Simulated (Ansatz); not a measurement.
The following input was run with Ansatz 0.2.0.

```yaml
crystal:
  lattice:
    - [10.8, 0.0, 0.0]
    - [0.0, 9.3, 0.0]
    - [0.0, 0.0, 3.5231259658]
  atoms:
    - { symbol: B, position: [0.4143684661, 0.5, 0.0], spin: 0.5 }
    - { symbol: P, position: [0.4143684661, 0.5, 0.5], spin: 0.5 }
    - { symbol: P, position: [0.5856315339, 0.5, 0.0], spin: 0.5 }
    - { symbol: B, position: [0.5856315339, 0.5, 0.5], spin: 0.5 }
basis:
  ecutwfc: 420
kpoints:
  mp_grid: { grid: [1, 1, 18] }
hamiltonian:
  xc: pbesol
scf:
  occupations: { method: gaussian, width: 0.05 }
output:
  forces: true
  stress: true
  eigenvalues: true
  populations: true
  write_density: true
  write_potential: true
  elf: true
  volumetric_format: npy
magnetization:
  spin_polarized: true
relax:
  adjacent_minimum: "off"
  f_tol: 0.01
  max_steps: 45
  cell: { fix: [a, b, alpha, beta, gamma], stress_tol: 0.03 }
```

Launched with
```bash
ansatz run input.yaml --threads 2 --pin off --max-ram 5120MiB --backend cpu --events-out ev --progress --plain --runs-dir out
```

Method: Ansatz 0.2.0, DFT PBEsol, scalar-relativistic, plane waves, PAW.

From the run's log, abridged:

```
Pseudopotentials: kind: paw
Pseudopotential: B, paw, valence charge 3, recommended cutoff 420 eV (normal)
Pseudopotential: P, paw, valence charge 5, recommended cutoff 420 eV (normal)
Functional definition: PBEsol
Crystal: 4 atoms, lattice volume = 353.863 Å³
Basis set: ecut = 420 eV, 6909 PW (Γ), exchange–correlation on 150×128×48 points (8 copies of the dense FFT grid, shifted against one another)
Bands: 13, of which v1, the nominal top of the filled ones, is band 8 counted from 1 (7 counted from 0)
Symmetry: 8 space group operations
Space group: Pmma (ITA 51), of the structure as read, at distance tolerance 7.1e-5 Å
Magnetic group: BNS 51.289 (UNI 387), of the structure as read, at distance tolerance 7.1e-5 Å
k-points: 10 of 18
Initial density: superposition of atomic densities (neutral atoms: chi_scale 0, normalization atom)
Starting moments: Σ|m| = 2 μB on 4 of 4 sites
Initial wavefunctions: pseudopotential atomic-orbital guess
Functional: x = pbesol(κ = 0.804, μ = 0.12345679), c = pbesol(β = 0.046)
SCF iter   1: F=—  HF=-1783.542288 eV  |F-HF|=—  |Δ(HF+E_count)|=         —  Δρ=2.44e-2 (↑1.82e-2 ↓2.44e-2) dr2=9.66e0  dr2_m=2.05e-1  M=0.222 μB ∫|m|=0.239 μB  β_m=0.30  ethr=3.10e-3  ⟨swp⟩=9.2  Hψ=2320  notcnv=0
spin=Collinear: Resta preconditioning applied to the charge; magnetization (m = ρ↑ − ρ↓) channel mixes plain (no charge-response kernel on spin).
SCF iter   2: F=—  HF=-1781.170147 eV  |F-HF|=—  |Δ(HF+E_count)|=    2.37e0  Δρ=1.32e-2 (↑9.00e-3 ↓1.32e-2) dr2=1.63e0  dr2_m=1.30e-1  M=0.017 μB ∫|m|=0.085 μB  β_m=0.30  ethr=3.10e-3  ⟨swp⟩=4.5  Hψ=828  notcnv=0  defer=18
SCF iter   3: F=—  HF=-1780.740330 eV  |F-HF|=—  |Δ(HF+E_count)|=   4.30e-1  Δρ=6.88e-3 (↑5.28e-3 ↓6.88e-3) dr2=2.17e-1  dr2_m=6.58e-2  M=0.000 μB ∫|m|=0.067 μB  β_m=0.30  ethr=3.10e-3  ⟨swp⟩=3.7  Hψ=636  notcnv=0  defer=19
SCF iter   4: F=—  HF=-1780.715344 eV  |F-HF|=—  |Δ(HF+E_count)|=   2.50e-2  Δρ=3.55e-3 (↑3.37e-3 ↓3.55e-3) dr2=2.36e-2  dr2_m=3.23e-2  M=0.000 μB ∫|m|=0.057 μB  β_m=0.30  ethr=1.35e-3  ⟨swp⟩=4.2  Hψ=542  notcnv=0  defer=19
SCF iter   5: F=—  HF=-1780.732506 eV  |F-HF|=—  |Δ(HF+E_count)|=   1.72e-2  Δρ=2.29e-3 (↑2.29e-3 ↓2.22e-3) dr2=1.79e-3  dr2_m=1.60e-2  M=0.000 μB ∫|m|=0.047 μB  β_m=0.30  ethr=1.48e-4  ⟨swp⟩=4.1  Hψ=573  notcnv=0  defer=19
SCF iter   6: F=—  HF=-1780.742890 eV  |F-HF|=—  |Δ(HF+E_count)|=   1.04e-2  Δρ=1.60e-3 (↑1.60e-3 ↓1.55e-3) dr2=2.65e-4  dr2_m=8.00e-3  M=0.000 μB ∫|m|=0.039 μB  β_m=0.30  ethr=1.12e-5  ⟨swp⟩=3.1  Hψ=509  notcnv=0  defer=16
SCF iter   7: F=—  HF=-1780.747920 eV  |F-HF|=—  |Δ(HF+E_count)|=   5.03e-3  Δρ=1.12e-3 (↑1.11e-3 ↓1.12e-3) dr2=2.83e-5  dr2_m=4.01e-3  M=0.000 μB ∫|m|=0.032 μB  β_m=0.30  ethr=1.66e-6  ⟨swp⟩=2.3  Hψ=394  notcnv=0  defer=16
Mixer restart at iter 7: flushing history
spin-set hold released at iteration 7 (site moments contracting): the magnetisation degrees of freedom join the quasi-Newton model from the next iteration; the mixer history was flushed
SCF iter   8: F=—  HF=-1780.750410 eV  |F-HF|=—  |Δ(HF+E_count)|=   2.49e-3  Δρ=7.92e-4 (↑7.88e-4 ↓7.92e-4) dr2=9.26e-6  dr2_m=2.02e-3  M=0.000 μB ∫|m|=0.027 μB  β_m=0.65  ethr=1.77e-7  ⟨swp⟩=2.4  Hψ=447  notcnv=0  defer=16
SCF iter   9: F=—  HF=-1780.752978 eV  |F-HF|=—  |Δ(HF+E_count)|=   2.57e-3  Δρ=6.90e-5 (↑6.90e-5 ↓3.95e-5) dr2=5.13e-6  dr2_m=9.45e-6  M=0.000 μB ∫|m|=0.009 μB  β_m=0.71  ethr=5.78e-8  ⟨swp⟩=3.5  Hψ=606  notcnv=0  defer=16
SCF iter  10: F=—  HF=-1780.753012 eV  |F-HF|=—  |Δ(HF+E_count)|=   3.42e-5  Δρ=4.17e-5 (↑2.52e-5 ↓4.17e-5) dr2=1.63e-6  dr2_m=3.60e-6  M=0.000 μB ∫|m|=0.006 μB  β_m=0.86  ethr=3.21e-8  ⟨swp⟩=2.8  Hψ=431  notcnv=0  defer=16
SCF iter  11: F=—  HF=-1780.753020 eV  |F-HF|=—  |Δ(HF+E_count)|=   8.21e-6  Δρ=2.10e-5 (↑2.10e-5 ↓1.30e-5) dr2=1.02e-6  dr2_m=8.86e-7  M=0.000 μB ∫|m|=0.003 μB  β_m=0.90  ethr=1.02e-8  ⟨swp⟩=2.6  Hψ=474  notcnv=0  defer=16
SCF iter  12: F=—  HF=-1780.753022 eV  |F-HF|=—  |Δ(HF+E_count)|=   2.36e-6  Δρ=7.26e-6 (↑7.26e-6 ↓5.24e-6) dr2=5.93e-7  dr2_m=7.74e-8  M=0.000 μB ∫|m|=0.001 μB  β_m=0.72  ethr=6.36e-9  ⟨swp⟩=2.6  Hψ=471  notcnv=0  defer=16
SCF iter  13: F=—  HF=-1780.753022 eV  |F-HF|=—  |Δ(HF+E_count)|=   3.87e-8  Δρ=1.04e-6 (↑1.04e-6 ↓7.45e-7) dr2=6.42e-9  dr2_m=2.12e-9  M=0.000 μB ∫|m|=0.000 μB  β_m=0.86  ethr=6.25e-10  ⟨swp⟩=19.0  Hψ=3022  notcnv=0
SCF iter  14: F=—  HF=-1780.753022 eV  |F-HF|=—  |Δ(HF+E_count)|=   4.64e-9  Δρ=1.02e-7 (↑1.02e-7 ↓7.66e-8) dr2=1.51e-11  dr2_m=2.49e-11  M=0.000 μB ∫|m|=0.000 μB  β_m=0.93  ethr=4.01e-11  ⟨swp⟩=9.0  Hψ=1489  notcnv=0
SCF iter  15: F=-1780.753022 eV  HF=-1780.753022 eV  |F-HF|=2.27e-13  |Δ(HF+E_count)|=  7.34e-11  Δρ=1.26e-8 (↑1.26e-8 ↓1.18e-8) dr2=3.46e-14  dr2_m=4.75e-13  M=0.000 μB ∫|m|=0.000 μB  ethr=1.00e-12  ⟨swp⟩=7.0  Hψ=1187  notcnv=0
WARN: the starting moments were not kept: the SCF closed with an absolute magnetisation of 1.1e-6 μB, where they sum to 2 μB in size (4 sites). That is at most 0.1 of that sum. Measured as dr2_m measures the in/out step, that magnetisation stands 1.2e-13 eV from none, at or under the dr2_threshold of 1.0e-7 eV: it is no larger than a step whose dr2_m would equal this threshold. The system may hold no moment; this SCF shows only that its start led to no more than that. To try another start: raise the starting moments (crystal.atoms[].spin, magnetization.per_species, magnetization.initial_magnetization, or on a non-collinear deck that types none of these the spinor_matrix: blocks that start it ...
SCF 1 converged in 15 iterations: F = -1780.753022 eV  dr2 = 3.46e-14
relax step   1: F+E_penalty+E_count = -1780.75302240 eV  Δ(F+E_penalty+E_count) = +0.000e0 eV  max|allowed force component| = 1.587e0 eV/Å  Δτ_max = 0.0000 Å  P = +3.307 GPa  Ω = 353.863 Å³  fix = [a, b, alpha, beta, gamma]  reactions: a +2.069, b +0.008 GPa (15 SCF iters, accepted)
Crystal: 4 atoms, lattice volume = 362.718 Å³
Basis set: ecut = 420 eV, 7063 PW (Γ), exchange–correlation on 150×128×48 points (8 copies of the dense FFT grid, shifted against one another)
Initial density: handed on by an earlier stage of this run
Starting moments: Σ|m| = 2 μB on 4 of 4 sites; this step starts from the density that it was given
Initial wavefunctions: those handed on with the density
SCF iter   1: F=—  HF=-1781.184568 eV  |F-HF|=—  |Δ(HF+E_count)|=         —  Δρ=2.28e-3 (↑1.99e-3 ↓2.28e-3) dr2=1.20e-1  dr2_m=2.94e-4  M=0.000 μB ∫|m|=0.010 μB  β_m=0.30  ethr=7.65e-4  ⟨swp⟩=1.8  Hψ=2040  notcnv=0
spin=Collinear: Resta preconditioning applied to the charge; magnetization (m = ρ↑ − ρ↓) channel mixes plain (no charge-response kernel on spin).
SCF iter   2: F=—  HF=-1781.152797 eV  |F-HF|=—  |Δ(HF+E_count)|=   3.18e-2  Δρ=1.05e-3 (↑8.29e-4 ↓1.05e-3) dr2=1.91e-2  dr2_m=1.56e-4  M=0.000 μB ∫|m|=0.008 μB  β_m=0.39  ethr=7.51e-4  ⟨swp⟩=3.1  Hψ=461  notcnv=0
SCF iter   3: F=—  HF=-1781.146611 eV  |F-HF|=—  |Δ(HF+E_count)|=   6.19e-3  Δρ=3.10e-4 (↑2.46e-4 ↓3.10e-4) dr2=1.06e-3  dr2_m=4.04e-5  M=0.000 μB ∫|m|=0.004 μB  β_m=0.54  ethr=1.20e-4  ⟨swp⟩=3.2  Hψ=524  notcnv=0
SCF iter   4: F=—  HF=-1781.146252 eV  |F-HF|=—  |Δ(HF+E_count)|=   3.59e-4  Δρ=6.82e-5 (↑4.62e-5 ↓6.82e-5) dr2=2.76e-5  dr2_m=3.53e-6  M=0.000 μB ∫|m|=0.002 μB  β_m=0.57  ethr=6.63e-6  ⟨swp⟩=2.0  Hψ=407  notcnv=0
   ...
Crystal: 4 atoms, lattice volume = 374.690 Å³
SCF iter   1: F=—  HF=-1781.316904 eV  |F-HF|=—  |Δ(HF+E_count)|=         —  Δρ=9.43e-5 (↑8.83e-5 ↓9.43e-5) dr2=1.53e-4  dr2_m=8.73e-7  M=0.000 μB ∫|m|=0.001 μB  β_m=0.30  ethr=9.83e-7  ⟨swp⟩=3.3  Hψ=1836  notcnv=0
spin=Collinear: Resta preconditioning applied to the charge; magnetization (m = ρ↑ − ρ↓) channel mixes plain (no charge-response kernel on spin).
SCF iter   2: F=—  HF=-1781.316866 eV  |F-HF|=—  |Δ(HF+E_count)|=   3.83e-5  Δρ=4.66e-5 (↑4.30e-5 ↓4.66e-5) dr2=2.51e-5  dr2_m=4.83e-7  M=0.000 μB ∫|m|=0.001 μB  β_m=0.39  ethr=9.56e-7  ⟨swp⟩=2.0  Hψ=386  notcnv=0
SCF iter   3: F=—  HF=-1781.316856 eV  |F-HF|=—  |Δ(HF+E_count)|=   1.00e-5  Δρ=1.64e-5 (↑1.64e-5 ↓1.63e-5) dr2=1.84e-6  dr2_m=1.46e-7  M=0.000 μB ∫|m|=0.000 μB  β_m=0.54  ethr=1.57e-7  ⟨swp⟩=2.9  Hψ=454  notcnv=0
SCF iter   4: F=—  HF=-1781.316856 eV  |F-HF|=—  |Δ(HF+E_count)|=   8.14e-8  Δρ=3.96e-6 (↑3.96e-6 ↓3.77e-6) dr2=7.69e-8  dr2_m=2.02e-8  M=0.000 μB ∫|m|=0.000 μB  β_m=0.55  ethr=1.15e-8  ⟨swp⟩=2.5  Hψ=430  notcnv=0
SCF iter   5: F=-1781.316856 eV  HF=-1781.316856 eV  |F-HF|=1.15e-8  |Δ(HF+E_count)|=   5.42e-8  Δρ=1.43e-6 (↑1.31e-6 ↓1.43e-6) dr2=3.78e-9  dr2_m=4.71e-9  M=0.000 μB ∫|m|=0.000 μB  β_m=0.75  ethr=2.56e-10  ⟨swp⟩=12.1  Hψ=1980  notcnv=0
SCF iter   6: F=-1781.316856 eV  HF=-1781.316856 eV  |F-HF|=6.13e-10  |Δ(HF+E_count)|=   1.56e-8  Δρ=3.52e-7 (↑3.20e-7 ↓3.52e-7) dr2=5.88e-11  dr2_m=3.65e-10  M=0.000 μB ∫|m|=0.000 μB  β_m=0.88  ethr=2.36e-11  ⟨swp⟩=6.2  Hψ=1509  notcnv=0
SCF iter   7: F=-1781.316856 eV  HF=-1781.316856 eV  |F-HF|=4.14e-11  |Δ(HF+E_count)|=   1.02e-9  Δρ=9.71e-8 (↑8.59e-8 ↓9.71e-8) dr2=5.76e-12  dr2_m=2.71e-11  M=0.000 μB ∫|m|=0.000 μB  β_m=0.94  ethr=1.00e-12  ⟨swp⟩=5.2  Hψ=1421  notcnv=0
SCF iter   8: F=-1781.316856 eV  HF=-1781.316856 eV  |F-HF|=2.96e-12  |Δ(HF+E_count)|=  8.00e-11  Δρ=2.47e-8 (↑2.47e-8 ↓2.13e-8) dr2=8.32e-14  dr2_m=1.81e-12  M=0.000 μB ∫|m|=0.000 μB  ethr=1.00e-12  ⟨swp⟩=4.8  Hψ=1299  notcnv=0
the starting moments were not kept: the SCF closed with an absolute magnetisation of 3.9e-6 μB, where they sum to 2 μB in size (4 sites). That is at most 0.1 of that sum. Measured as dr2_m measures the in/out step, that magnetisation stands 1.5e-12 eV from none, at or under the dr2_threshold of 4.1e-8 eV: it is no larger than a step whose dr2_m would equal this threshold.
SCF 6 converged in 8 iterations: F = -1781.316856 eV  dr2 = 8.32e-14
relax step   6: F+E_penalty+E_count = -1781.31685620 eV  Δ(F+E_penalty+E_count) = -7.958e-5 eV  max|allowed force component| = 9.562e-4 eV/Å  Δτ_max = 0.0034 Å  P = -0.001 GPa  Ω = 374.690 Å³  energy of the carried Pulay correction = -2.049e-3 eV  fix = [a, b, alpha, beta, gamma]  reactions: a -0.008, b +0.004 GPa (8 SCF iters, accepted)
Basis set: ecut = 420 eV, 7339 PW (Γ), exchange–correlation on 150×128×50 points (8 copies of the dense FFT grid, shifted against one another)
Initial wavefunctions: pseudopotential atomic-orbital guess (no wavefunctions were taken with the density)
SCF iter   1: F=—  HF=-1781.320893 eV  |F-HF|=—  |Δ(HF+E_count)|=         —  Δρ=4.19e-5 (↑4.19e-5 ↓4.19e-5) dr2=2.67e-6  dr2_m=1.86e-12  M=0.000 μB ∫|m|=0.000 μB  β_m=0.30  ethr=9.34e-7  ⟨swp⟩=3.4  Hψ=2980  notcnv=0
spin=Collinear: Resta preconditioning applied to the charge; magnetization (m = ρ↑ − ρ↓) channel mixes plain (no charge-response kernel on spin).
SCF iter   2: F=—  HF=-1781.320899 eV  |F-HF|=—  |Δ(HF+E_count)|=   6.62e-6  Δρ=2.96e-5 (↑2.96e-5 ↓2.96e-5) dr2=1.28e-6  dr2_m=1.28e-12  M=0.000 μB ∫|m|=0.000 μB  β_m=0.63  ethr=1.67e-8  ⟨swp⟩=2.4  Hψ=410  notcnv=0
SCF iter   3: F=—  HF=-1781.320865 eV  |F-HF|=—  |Δ(HF+E_count)|=   3.45e-5  Δρ=2.54e-6 (↑2.54e-6 ↓2.53e-6) dr2=6.86e-8  dr2_m=2.09e-13  M=0.000 μB ∫|m|=0.000 μB  β_m=0.55  ethr=8.01e-9  ⟨swp⟩=2.0  Hψ=412  notcnv=0
SCF iter   4: F=—  HF=-1781.320865 eV  |F-HF|=—  |Δ(HF+E_count)|=   7.38e-8  Δρ=2.39e-7 (↑2.34e-7 ↓2.39e-7) dr2=6.61e-10  dr2_m=1.21e-13  M=0.000 μB ∫|m|=0.000 μB  β_m=0.66  ethr=4.29e-10  ⟨swp⟩=2.8  Hψ=462  notcnv=0
SCF iter   5: F=—  HF=-1781.320865 eV  |F-HF|=—  |Δ(HF+E_count)|=   2.06e-7  Δρ=5.19e-8 (↑5.19e-8 ↓4.92e-8) dr2=2.20e-11  dr2_m=4.63e-14  M=0.000 μB ∫|m|=0.000 μB  β_m=0.69  ethr=4.13e-12  ⟨swp⟩=3.0  Hψ=480  notcnv=0
SCF iter   6: F=-1781.320865 eV  HF=-1781.320865 eV  |F-HF|=3.05e-11  |Δ(HF+E_count)|=  1.14e-10  Δρ=1.16e-8 (↑1.16e-8 ↓1.05e-8) dr2=9.16e-13  dr2_m=1.77e-14  M=0.000 μB ∫|m|=0.000 μB  ethr=1.00e-12  ⟨swp⟩=8.8  Hψ=1422  notcnv=0
the starting moments were not kept: the SCF closed with an absolute magnetisation of 4.6e-7 μB, where they sum to 2 μB in size (4 sites). That is at most 0.1 of that sum. Measured as dr2_m measures the in/out step, that magnetisation stands 1.8e-14 eV from none, at or under the dr2_threshold of 1.4e-11 eV: it is no larger than a step whose dr2_m would equal this threshold.
SCF 7 converged in 6 iterations: F = -1781.320865 eV  dr2 = 9.16e-13
Crystal: 4 atoms, lattice volume = 374.825 Å³
SCF iter   1: F=—  HF=-1781.320917 eV  |F-HF|=—  |Δ(HF+E_count)|=         —  Δρ=3.24e-5 (↑2.99e-5 ↓3.24e-5) dr2=2.15e-5  dr2_m=4.98e-8  M=0.000 μB ∫|m|=0.000 μB  β_m=0.30  ethr=1.26e-7  ⟨swp⟩=3.0  Hψ=1872  notcnv=0
spin=Collinear: Resta preconditioning applied to the charge; magnetization (m = ρ↑ − ρ↓) channel mixes plain (no charge-response kernel on spin).
SCF iter   2: F=—  HF=-1781.320911 eV  |F-HF|=—  |Δ(HF+E_count)|=   5.52e-6  Δρ=1.48e-5 (↑1.24e-5 ↓1.48e-5) dr2=3.36e-6  dr2_m=2.62e-8  M=0.000 μB ∫|m|=0.000 μB  β_m=0.38  ethr=1.26e-7  ⟨swp⟩=2.0  Hψ=359  notcnv=0
SCF iter   3: F=—  HF=-1781.320911 eV  |F-HF|=—  |Δ(HF+E_count)|=   3.32e-7  Δρ=4.99e-6 (↑3.88e-6 ↓4.99e-6) dr2=2.87e-7  dr2_m=7.25e-9  M=0.000 μB ∫|m|=0.000 μB  β_m=0.54  ethr=2.10e-8  ⟨swp⟩=2.5  Hψ=430  notcnv=0
SCF iter   4: F=—  HF=-1781.320867 eV  |F-HF|=—  |Δ(HF+E_count)|=   4.43e-5  Δρ=8.11e-7 (↑5.48e-7 ↓8.11e-7) dr2=4.11e-9  dr2_m=5.70e-10  M=0.000 μB ∫|m|=0.000 μB  β_m=0.72  ethr=1.79e-9  ⟨swp⟩=2.1  Hψ=408  notcnv=0
SCF iter   5: F=-1781.320867 eV  HF=-1781.320867 eV  |F-HF|=3.92e-10  |Δ(HF+E_count)|=   1.63e-9  Δρ=2.79e-7 (↑2.79e-7 ↓1.63e-7) dr2=8.09e-10  dr2_m=5.07e-11  M=0.000 μB ∫|m|=0.000 μB  β_m=0.78  ethr=2.02e-11  ⟨swp⟩=10.0  Hψ=1715  notcnv=0
SCF iter   6: F=-1781.320867 eV  HF=-1781.320867 eV  |F-HF|=7.50e-12  |Δ(HF+E_count)|=  1.14e-12  Δρ=8.43e-8 (↑8.43e-8 ↓4.65e-8) dr2=3.87e-11  dr2_m=1.01e-11  M=0.000 μB ∫|m|=0.000 μB  ethr=5.06e-12  ⟨swp⟩=5.5  Hψ=1399  notcnv=0
the starting moments were not kept: the SCF closed with an absolute magnetisation of 9.9e-6 μB, where they sum to 2 μB in size (4 sites). That is at most 0.1 of that sum. Measured as dr2_m measures the in/out step, that magnetisation stands 8.1e-12 eV from none, at or under the dr2_threshold of 3.2e-9 eV: it is no larger than a step whose dr2_m would equal this threshold.
SCF 8 converged in 6 iterations: F = -1781.320867 eV  dr2 = 3.87e-11
relax step   8: F+E_penalty+E_count = -1781.32086685 eV  Δ(F+E_penalty+E_count) = -1.671e-6 eV  max|allowed force component| = 1.821e-4 eV/Å  Δτ_max = 0.0004 Å  P = +0.002 GPa  Ω = 374.825 Å³  energy of the carried Pulay correction = -1.388e-5 eV  fix = [a, b, alpha, beta, gamma]  reactions: a -0.002, b +0.008 GPa (6 SCF iters, dr2 threshold 3.23e-9 eV, accepted)
SCF iter   1: F=—  HF=-1781.320921 eV  |F-HF|=—  |Δ(HF+E_count)|=         —  Δρ=3.81e-7 (↑3.42e-7 ↓3.81e-7) dr2=9.69e-10  dr2_m=9.94e-12  M=0.000 μB ∫|m|=0.000 μB  β_m=0.30  ethr=1.01e-6  ⟨swp⟩=3.4  Hψ=3000  notcnv=0
spin=Collinear: Resta preconditioning applied to the charge; magnetization (m = ρ↑ − ρ↓) channel mixes plain (no charge-response kernel on spin).
SCF iter   2: F=—  HF=-1781.320878 eV  |F-HF|=—  |Δ(HF+E_count)|=   4.25e-5  Δρ=2.68e-7 (↑2.68e-7 ↓2.21e-7) dr2=6.23e-10  dr2_m=7.03e-12  M=0.000 μB ∫|m|=0.000 μB  β_m=0.24  ethr=6.05e-12  ⟨swp⟩=4.9  Hψ=802  notcnv=0
SCF iter   3: F=—  HF=-1781.320878 eV  |F-HF|=—  |Δ(HF+E_count)|=   1.46e-8  Δρ=2.10e-7 (↑2.10e-7 ↓1.77e-7) dr2=2.55e-10  dr2_m=6.17e-12  M=0.000 μB ∫|m|=0.000 μB  β_m=0.62  ethr=3.89e-12  ⟨swp⟩=1.0  Hψ=260  notcnv=0
SCF iter   4: F=-1781.320878 eV  HF=-1781.320878 eV  |F-HF|=3.56e-9  |Δ(HF+E_count)|=   6.10e-8  Δρ=5.70e-8 (↑4.37e-8 ↓5.70e-8) dr2=9.23e-12  dr2_m=1.87e-12  M=0.000 μB ∫|m|=0.000 μB  ethr=1.00e-12  ⟨swp⟩=7.9  Hψ=1734  notcnv=0
the starting moments were not kept: the SCF closed with an absolute magnetisation of 4.6e-6 μB, where they sum to 2 μB in size (4 sites). That is at most 0.1 of that sum. Measured as dr2_m measures the in/out step, that magnetisation stands 1.7e-12 eV from none, at or under the dr2_threshold of 1.4e-11 eV: it is no larger than a step whose dr2_m would equal this threshold.
SCF 9 converged in 4 iterations: F = -1781.320878 eV  dr2 = 9.23e-12
WARN: The output density's exchange-correlation potential varies sharply where the density is thin. Do not read a vacuum level from v_tot or v_xc, or from such a field of the output density. On a cell that repeats whose density bears no net charge and no dipole along the vacuum's axis use v_es (v_loc + v_h of the components); under efield.dipole_correction with no amplitude use v_es + v_field, which holds any external_charges[].barrier, or the levels of the report's work_function block, which leave it out; under a non-zero efield.amplitude the vacuum is tilted and has no level; on a cell that repeats and bears such a dipole with no correction it is tilted too, and efield.dipole_correction wi ...
SCF converged after 4 iterations
Magnetization: 0.0000 μB (8.0000 up, 8.0000 down)
Absolute magnetization: 0.0000 μB (∫|ρ↑−ρ↓|, with the PAW one-centre terms)
Spin contamination: 0.0000 ħ² per cell (⟨S²⟩ above its minimum at these occupations)
Per-site moments (μB) at R_I (Å): [(-5.54329401e-7, 0.76981806), (4.19110782e-7, 0.76981806), (4.19110782e-7, 0.76981806), (-5.54329401e-7, 0.76981806)]
Free energy (F): -1781.320878 eV
Harris-Foulkes:  -1781.320878 eV  (|F-HF|=3.56e-9)
Internal energy: -1781.320878 eV  (E = F + TS)
E sigma→0 (E₀):  -1781.320878 eV
Fermi energy:    -2.967135 eV
--- Per-component energies (eV) ---
  E_band       = -144.124079
  E_kinetic    = 233.803056
  E_local      = -1684.984929  (includes V_loc(G=0)·N_el)
  E_nonlocal   = 92.782894
  E_hartree    = 713.911169
  E_xc         = -182.571082
  E_vxc        = -192.874369  (∫ρ·V_xc dr)
  E_paw        = -1259.217057  (= ΣΔE_a)
  E_vpaw       = -20.673115  (= ΣTr[D̂ρ^β])
  E_aug_tail   = 0.000000  (compensation charges beyond the density's cutoff)
  E_ewald      = 304.833455
  E_core_change = 0.121614  (= ΣΔE_core)
  E_smearing   =  0.000000  (= −TS)
--- Forces (eV/Å), atoms counted from 1 ---
  atom   1  B     -0.00002685     0.00000000     0.00000000
  atom   2  P      0.00018013     0.00000000     0.00000000
  atom   3  P     -0.00018013     0.00000000     0.00000000
  atom   4  B      0.00002685     0.00000000     0.00000000
--- Stress (GPa, compression-positive) ---
       -0.001996       0.000000       0.000000
        0.000000       0.008148       0.000000
        0.000000       0.000000       0.001230
  P = ⅓ Tr σ = 0.0025 GPa (0.025 kbar)
--- Band table (eV; the first three rows and the last of 20) ---
  k-point 0 ↑: bands = ["-17.4669", "-12.9653", "-9.9502", "-7.7304", "-7.3915", "-6.7628", "-6.7296", "-4.0256", "-1.1502", "-0.2774", "0.6460", "0.7359", "0.8366"]
  k-point 1 ↑: bands = ["-17.4405", "-12.9640", "-10.1327", "-7.7252", "-7.3609", "-6.8386", "-6.4962", "-3.9968", "-1.0367", "-0.2508", "0.4375", "0.5896", "0.7680"]
  k-point 2 ↑: bands = ["-17.3614", "-12.9707", "-10.5494", "-7.7432", "-7.2692", "-7.0076", "-5.9229", "-3.9107", "-0.7265", "-0.1770", "-0.0543", "-0.0022", "0.8648"]
  k-point 9 ↓: bands = ["-15.3908", "-15.3908", "-10.4674", "-10.4674", "-5.2986", "-5.2986", "-4.9490", "-4.9490", "-1.5195", "-1.5195", "0.5932", "0.5932", "2.2932"]
--- Relaxed structure (7 steps of the walk, 7 accepted, 2 SCFs on fresh bases) ---
  F+E_penalty+E_count = -1781.32087830 eV   max|allowed force component| = 1.801e-4 eV/Å   (the final SCF, on the basis selected at the relaxed cell)
  cell:  # Å, volume = 374.8250 Å³
    - [10.8, -9.51871194e-139, 3.74739462e-111]
    - [-8.19666861e-139, 9.3, -3.63560791e-127]
    - [1.22245771e-111, -1.37728006e-127, 3.73182981]
  atoms:
    - { symbol: B, position: [0.40960703, 0.5, 0.0] }
    - { symbol: P, position: [0.41276007, 0.5, 0.49999999] }
    - { symbol: P, position: [0.58723992, 0.5, 0.0] }
    - { symbol: B, position: [0.59039296, 0.5, 0.49999999] }
--- Löwdin populations: 4 sites ---
  site symbol q [e]    m [muB]
     0      B      3.4366     0.0000
     1      P      4.4251     0.0000
     2      P      4.4251     0.0000
     3      B      3.4366     0.0000
  spilling = 0.017288 (of n_electrons = 16.000000)
```

The relaxation met its thresholds.

It took 47 s on 2 threads of Arm Neoverse V2 (shared host), peak memory 0.57 GiB.